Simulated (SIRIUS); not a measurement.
# Ga (I4/mmm) in SIRIUS: single point with LDA-VWN

Aim: the single point of Ga with LDA-VWN.

All numbers are computed with SIRIUS 7.10.0; they aren't measurements. Logs are shortened: lines on timing, memory, paths and dates and some standing lists are left out, and cuts for length are marked. The log counts tension as positive stress, the text compression.

## Step 1: The structure

It takes space group I4/mmm (No. 139, tetragonal). Conventional cell: a = 2.769 Å, b = 2.769 Å, c = 4.622 Å, α = 90.00°, β = 90.00°, γ = 90.00°. Ga (site symmetry 4/mmm) has 12 Ga at 2.77 to 3.03 Å as nearest neighbours.

This isn't the form of Ga at room conditions, which is orthorhombic.

## Step 2: Single point, LDA-VWN, collinear spin, ferromagnetic start

File run.py:

```python
import json, subprocess
import numpy as np
from ase import Atoms
from ase.io import read
from ase.calculators.calculator import Calculator, all_changes
from ase.units import Bohr, Hartree, GPa

class Sirius(Calculator):
    """Writes sirius.json, runs sirius.scf and reads out.json."""
    implemented_properties = ["energy", "free_energy", "forces", "stress", "magmom"]

    def __init__(self, config, files):
        super().__init__()
        self.config, self.files, self.calls = config, files, 0

    def calculate(self, atoms=None, properties=["energy"], system_changes=all_changes):
        super().calculate(atoms, properties, system_changes)
        symbols = atoms.get_chemical_symbols()
        types = list(dict.fromkeys(symbols))
        order = [i for t in types for i, s in enumerate(symbols) if s == t]
        frac = atoms.get_scaled_positions(wrap=False)
        m = atoms.get_initial_magnetic_moments()
        m = m if m.ndim == 2 else np.c_[0 * m, 0 * m, m]
        spin = self.config["parameters"]["num_mag_dims"] > 0
        rows = {t: [list(frac[i]) + (list(m[i]) if spin else []) for i in order if symbols[i] == t] for t in types}
        cell = {"lattice_vectors": (atoms.cell[:] / Bohr).tolist(), "atom_types": types, "atom_files": self.files, "atoms": rows}
        json.dump({**self.config, "unit_cell": cell}, open("sirius.json", "w"), indent=1)
        self.calls += 1
        with open(f"sirius_{self.calls:03d}.out", "w") as log:
            subprocess.run(["sirius.scf", "--input=sirius.json", "--output=out.json"], stdout=log, stderr=subprocess.STDOUT, check=True)
        gs = json.load(open("out.json"))["ground_state"]
        if not gs["converged"]:
            raise RuntimeError("SCF did not converge")
        self.results = {"energy": gs["energy"]["free"] * Hartree, "free_energy": gs["energy"]["free"] * Hartree}
        if "forces" in gs:
            f = np.zeros((len(atoms), 3))
            f[order] = np.array(gs["forces"]) * Hartree / Bohr
            self.results["forces"] = f
        if "stress" in gs:
            s = np.array(gs["stress"]) * Hartree / Bohr**3
            self.results["stress"] = s.flat[[0, 4, 8, 5, 2, 1]]
        if spin:
            self.results["magmom"] = gs["magnetisation"]["total"][2]

atoms = read("Ga.cif")
atoms.set_initial_magnetic_moments([0.5])
config = {
    "control": {
        "processing_unit": 'cpu',
        "verbosity": 2,
        "num_bands_to_print": 13,
        "print_forces": True,
        "print_stress": True,
    },
    "parameters": {
        "electronic_structure_method": 'pseudopotential',
        "xc_functionals": ['XC_LDA_X', 'XC_LDA_C_VWN'],
        "gk_cutoff": 9.0,
        "pw_cutoff": 18.0,
        "ngridk": [11, 11, 11],
        "shiftk": [0, 0, 0],
        "smearing": 'gaussian',
        "smearing_width": 0.0049979078,
        "num_bands": 13,
        "num_mag_dims": 1,
        "num_dft_iter": 100,
        "energy_tol": 1e-08,
        "density_tol": 1e-06,
    },
    "iterative_solver": {
        "type": 'davidson',
        "min_tolerance": 1e-10,
    },
    "mixer": {
        "type": 'anderson',
        "beta": 0.5,
        "max_history": 8,
    },
    "settings": {
        "tol_ne": 1e-10,
        "smooth_initial_mag": True,
    },
}
dft = Sirius(config, {'Ga': 'Ga.json'})
atoms.calc = dft
results = {"symbols": atoms.get_chemical_symbols(), "cell": atoms.cell[:].tolist(), "frac": atoms.get_scaled_positions(wrap=False).tolist(), "steps": []}

def note():
    results["steps"].append({"energy": atoms.get_potential_energy(), "cell": atoms.cell[:].tolist(), "positions": atoms.positions.tolist(),
                             "forces": atoms.get_forces().tolist(), "stress": atoms.get_stress().tolist()})
    json.dump(results, open("results.json", "w"))

note()
print("free energy (eV):", round(atoms.get_potential_energy(), 6))
print("forces (eV/A):\n", atoms.get_forces().round(5))
print("stress (GPa, Voigt, tension positive):", (atoms.get_stress() / GPa).round(4))
json.dump(results, open("results.json", "w"))
```

File Ga.cif:

```cif
data_Ga
_cell_length_a 3.02900565
_cell_length_b 3.02900565
_cell_length_c 3.02900565
_cell_angle_alpha 125.60652844
_cell_angle_beta 125.60652844
_cell_angle_gamma 80.53580512
_space_group_name_H-M_alt 'P1'
_space_group_name_Hall 'P 1'
_space_group_IT_number 1
loop_
_space_group_symop_operation_xyz
'x,y,z'
loop_
_atom_site_label
_atom_site_type_symbol
_atom_site_symmetry_multiplicity
_atom_site_Wyckoff_symbol
_atom_site_fract_x
_atom_site_fract_y
_atom_site_fract_z
_atom_site_occupancy
Ga1 Ga 1 a 0.0000000000 0.0000000000 0.0000000000 1
```

Potentials or basis: PseudoDojo 0.4.1 LDA standard (scalar relativistic).

Started as:

```console
$ upf_to_json Ga.upf
$ OMP_NUM_THREADS=1 python run.py
```

Log:

```text
free energy (eV): -2078.147108
forces (eV/A):
 [[0. 0. 0.]]
stress (GPa, Voigt, tension positive): [ 2.1705  2.0975  1.9122 -0.     -0.      0.2188]
```

sirius_001.out:

```text
[info] SIRIUS version : 7.10.0
[info] number of MPI ranks           : 1
[info] MPI grid                      : 1 1
[info] maximum number of OMP threads : 1
[fft] FFT context for density and potential
[fft] =====================================
[fft]   comm size                             : 1
[fft]   plane wave cutoff                     : 18
[fft]   grid size                             : 36 36 36   total : 46656
[fft]   grid limits                           : -17 18   -17 18   -17 18
[fft]   number of G-vectors within the cutoff : 5887
[fft]   local number of G-vectors             : 5887
[fft]   number of G-shells                    : 893
[fft] FFT context for coarse grid
[fft] =====================================
[fft]   comm size                             : 1
[fft]   plane wave cutoff                     : 18
[fft]   grid size                             : 36 36 36   total : 46656
[fft]   grid limits                           : -17 18   -17 18   -17 18
[fft]   number of G-vectors within the cutoff : 5887
[fft]   local number of G-vectors             : 5887
[fft]   number of G-shells                    : 893
[unit cell] lattice vectors
[unit cell]   a1 :       5.7239911121      0.0000000000      0.0000000000
[unit cell]   a2 :       0.9412028808      5.6460792935      0.0000000000
[unit cell]   a3 :      -3.3325969961     -2.8230396464      3.6997727860
[unit cell] reciprocal lattice vectors
[unit cell]   b1 :       1.0976930579     -0.1829857171      0.8491312399
[unit cell]   b2 :      -0.0000000000      1.1128404297      0.8491312399
[unit cell]   b3 :       0.0000000000      0.0000000000      1.6982624800
[unit cell] unit cell volume :       119.56965534 [a.u.^3]
[unit cell] 1/sqrt(omega)    :         0.09145122
[unit cell] MT volume        :         0.00000000 ( 0.00%)
[unit cell] IT volume        :       119.56965534 (100.00%)
[unit cell] number of atom types : 1
[unit cell] type id : 0 symbol : Ga mt_radius :  18.570000 num_atoms : 1
[unit cell] total number of atoms : 1
[unit cell] number of symmetry classes : 1
[unit cell] number of PAW atoms : 0
[unit cell] atom id  type id  class id             position                      vector_field
[unit cell] ------------------------------------------------------------------------------------------
[unit cell]      0        0        0      0.00000   0.00000   0.00000      0.00000   0.00000   0.50000
[unit cell] atom id         position (Cartesian, a.u.)
[unit cell] ---------------------------------------------
[unit cell]      0       0.000000    0.000000    0.000000
[unit cell] class id : 0 atom id : 0
[unit cell] minimum bond length:     5.232269
[unit cell] total number of pseudo wave-functions: 9
[sym] space group number   : 139
[sym] international symbol : I4/mmm
[sym] Hall symbol          : -I 4 2
[sym] space group transformation matrix :
[sym]  -0.5000  0.5000 -0.5000
[... 325 lines left out ...]
[find] atom                moment                |moment|
[find] --------------------------------------------------------------------------------
[find]    0 [  0.00000,   0.00000,   0.00000]    0.000000
[find] total charge          : 13.000000
[find] total moment          : [  0.00000,   0.00000,  -0.00000], magnitude : 0.000000
[... 6 lines left out ...]
[find] <rho|V^{H}>                    :      38.35979400
[find] one-electron contribution      :     -25.48128956 (Ha),     -50.96257912 (Ry)
[find] hartree contribution           :      19.17989700
[find] xc contribution                :     -20.57553403
[find] ewald contribution             :     -49.49342431
[find] PAW contribution               :       0.00000000
[find] smearing (-TS)                 :      -0.00014725
[find] SCF correction                 :      -0.00000005
[find] Total energy                   :     -76.37035096 (Ha),    -152.74070192 (Ry)
[find] Free energy (E-TS)             :     -76.37049821 (Ha),    -152.74099642 (Ry)
[find] band gap (eV)                  :       0.00000000
[find] Efermi                         :       0.42044135
[find] iteration : 14, RMS : 8.558941101372e-10, energy difference : -3.453237695794e-12
[find] Hartree energy of density residual : 7.021742677986e-18
[find] bands are converged : true
[find] iterative solver converged : true
[find] converged after 15 SCF iterations!
[find] Charges and magnetic moments
[find] --------------------------------------------------------------------------------
[find] atom                moment                |moment|
[find] --------------------------------------------------------------------------------
[find]    0 [  0.00000,   0.00000,   0.00000]    0.000000
[find] total charge          : 13.000000
[find] total moment          : [  0.00000,   0.00000,  -0.00000], magnitude : 0.000000
[find] Energy
[find] --------------------------------------------------------------------------------
[find] valence_eval_sum               :      -0.53467784
[find] <rho|V^{XC}>                   :     -13.41318228
[find] <rho|E^{XC}>                   :     -20.57553403
[find] <mag|B^{XC}>                   :      -0.00000000
[find] <rho|V^{H}>                    :      38.35979400
[find] one-electron contribution      :     -25.48128956 (Ha),     -50.96257912 (Ry)
[find] hartree contribution           :      19.17989700
[find] xc contribution                :     -20.57553403
[find] ewald contribution             :     -49.49342431
[find] PAW contribution               :       0.00000000
[find] smearing (-TS)                 :      -0.00014725
[find] SCF correction                 :      -0.00000005
[find] Total energy                   :     -76.37035096 (Ha),    -152.74070192 (Ry)
[find] Free energy (E-TS)             :     -76.37049821 (Ha),    -152.74099642 (Ry)
[find] band gap (eV)                  :       0.00000000
[find] Efermi                         :       0.42044135
[ground_state] === stress tensor components [kbar] ===
[ground_state] === stress_kin ===
[ground_state] -102554.205490  -22.483698    0.000011
[ground_state]   -22.483698-102546.709413    0.000009
[ground_state]     0.000011    0.000009-102527.663461
[ground_state] === stress_har ===
[ground_state] -15332.276667  790.506187    0.000002
[ground_state]   790.506187-15595.831839    0.000001
[ground_state]     0.000002    0.000001-16265.468850
[ground_state] === stress_ewald ===
[ground_state] 41274.281575 1347.880430   -0.000004
[ground_state]  1347.88043040824.897541   -0.000004
[ground_state]    -0.000004   -0.00000439683.109338
[ground_state] === stress_vloc ===
[ground_state] -9081.021744-2146.598666    0.000001
[ground_state] -2146.598666-8365.344636    0.000001
[ground_state]     0.000001    0.000001-6546.963010
[ground_state] === stress_xc ===
[ground_state] -17623.504532    0.000001    0.000002
[ground_state]     0.000001-17623.504532    0.000002
[ground_state]     0.000002    0.000002-17623.504528
[ground_state] === stress_core ===
[ground_state] 28945.728898    1.198510   -0.000003
[ground_state]     1.19851028945.329314   -0.000003
[ground_state]    -0.000003   -0.00000328944.314047
[ground_state] === stress_nonloc ===
[ground_state] 74392.702883   31.685373   -0.000008
[ground_state]    31.68537374382.138964   -0.000007
[ground_state]    -0.000008   -0.00000774355.298291
[ground_state] === stress_us_nl ===
[ground_state] 74392.702883   31.685373   -0.000008
[ground_state]    31.68537374382.138964   -0.000007
[ground_state]    -0.000008   -0.00000774355.298291
[ground_state] === stress_total ===
[ground_state]    21.704924    2.188138   -0.000000
[ground_state]     2.188138   20.975397   -0.000000
[ground_state]    -0.000000   -0.000000   19.121828
[ground_state] ==== total Forces in Ha/bohr =====
[ground_state] atom:    0, force:       0.0000000      0.0000000      0.0000000
[ground_state] ==== ultrasoft contribution from Qij =====
[ground_state] atom:    0, force:       0.0000000      0.0000000      0.0000000
[ground_state] ==== non-local contribution from Beta-projector =====
[ground_state] atom:    0, force:       0.0000000      0.0000000      0.0000000
[ground_state] ==== contribution from local potential =====
[ground_state] atom:    0, force:       0.0000000      0.0000000      0.0000000
[ground_state] ==== contribution from core density =====
[ground_state] atom:    0, force:       0.0000000      0.0000000      0.0000000
[ground_state] ==== Ewald forces from ions =====
[ground_state] atom:    0, force:       0.0000000      0.0000000      0.0000000
[~DFT_ground_state] local op. applied: 99757
[~DFT_ground_state] evp. work count: 29407.9
[~DFT_ground_state] number of iterative solver steps: 8677
```

Run time: 1.8 min. Hardware: 1 thread of Arm Neoverse V1, shared host; peak memory 0.45 GiB.

What came out:

- Free energy: -2078.1471 eV
- Pressure: -2.1 GPa
- Band gap on the k mesh: none (metal or under the smearing width)
- Net moment: 0.00 μB per cell
- Absolute moment: 0.00 μB per cell
